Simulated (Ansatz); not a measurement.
## What settings do to one calculation: an added P started as a split pair with a P atom in chalcopyrite CdSiP2, 17 atoms, charge −1

Ansatz (PAW, plane waves), atoms fixed. The base input:

```yaml
crystal:
  lattice:
    - [5.644728, -0.000031, -0.000014]
    - [-0.000031, 5.644728, -0.000014]
    - [-0.000025, -0.000025, 10.500629]
  atoms:
    - { symbol: Cd, position: [0.007957, 0.988005, 0.000411] }
    - { symbol: Cd, position: [0.012222, 0.499836, 0.260032] }
    - { symbol: Cd, position: [0.504489, 0.002316, 0.746864] }
    - { symbol: Cd, position: [0.488896, 0.496945, 0.503699] }
    - { symbol: Si, position: [0.990004, 0.988984, 0.504626] }
    - { symbol: Si, position: [0.495415, 0.992194, 0.243159] }
    - { symbol: Si, position: [0.490824, 0.504440, 0.005307] }
    - { symbol: Si, position: [0.007321, 0.496305, 0.744775] }
    - { symbol: P, position: [0.289661, 0.253760, 0.121030] }
    - { symbol: P, position: [0.055490, 0.104105, 0.630486] }
    - { symbol: P, position: [0.708379, 0.751088, 0.125570] }
    - { symbol: P, position: [0.759432, 0.197750, 0.372976] }
    - { symbol: P, position: [0.241489, 0.796769, 0.374886] }
    - { symbol: P, position: [0.246746, 0.708320, 0.874661] }
    - { symbol: P, position: [0.788990, 0.748508, 0.621151] }
    - { symbol: P, position: [0.750502, 0.282946, 0.870454] }
    - { symbol: P, position: [0.350893, 0.389666, 0.628805] }
kpoints:
  mp_grid: { grid: [2, 2, 2], shift: [0.5, 0.5, 0.5] }
hamiltonian:
  xc: pbesol
total_charge: -1
scf:
  occupations: { method: fermi_dirac, width: 0.01 }
output:
  forces: true
  eigenvalues: true
  populations: true
  charged_corrections: { epsilon: 10 }
  write_density: true
  write_potential: true
  elf: true
  volumetric_format: npy
```

Command:

```sh
ansatz run in.yaml --threads 8 --pin off --max-ram 13300MiB --runs-dir r --events-out ev --progress --plain
```

It converged in 9 iterations and 2 s of wall time on a shared host; largest force component 34.83 eV/Å. The cutoff was the default, 420 eV. The base isn't a converged reference: it has few k points, and its atoms are unrelaxed, some of them close together, so close that their PAW spheres overlap, which can drive the changes below. Each run below changes the keys shown and caps the iterations.

| run | changed | ending | iterations | free energy less the base (meV per atom) | rms change of forces (eV/Å) | change of pressure (GPa) | wall time (s, shared host) |
| --- | --- | --- | --- | --- | --- | --- | --- |
| 1 | occupations fixed, max_iter 70 | converged | 9 | 0.0 | 0.000 | – | 1.6 CPU |
| 2 | n_extra_bands 0, max_iter 50 | refused | – | – | – | – | – |
| 3 | xc_grid 1 (2 is the default), n_extra_bands 0, max_iter 70 | refused | – | – | – | – | – |
| 4 | xc pbe, max_iter 50 | converged | 9 | other zero | 0.203 | – | 1.5 CPU |
| 5 | mixing beta 0.01, max_iter 70 | converged | 11 | 0.0 | 0.000 | – | 1.7 CPU |
| 6 | max_iter 90, total_charge 0 | converged | 9 | other zero | 0.595 | – | 1.4 CPU |

«Other zero»: another functional, charge or dispersion term moves the zero of energy, so the difference says nothing of accuracy.

Q: Which changes leave the result alone, and which of the same physical model moves the forces most?

A: The forces move by under 0.002 eV/Å in runs 1, 5. Among the runs with the same functional, charge and dispersion term, none moves them by over 0.01 eV/Å.

Q: Why did some runs give no result?

A: - run 2: inconsistent input (scf.n_extra_bands, scf.occupations.method): n_bands = 71 leaves no empty band above the 71 bands per channel that the deck's 142 electrons occupy, and the occupations search for the Fermi level (a smearing at a finite width, or …
- run 3: inconsistent input (scf.n_extra_bands, scf.occupations.method): n_bands = 71 leaves no empty band above the 71 bands per channel that the deck's 142 electrons occupy, and the occupations search for the Fermi level (a smearing at a finite width, or …
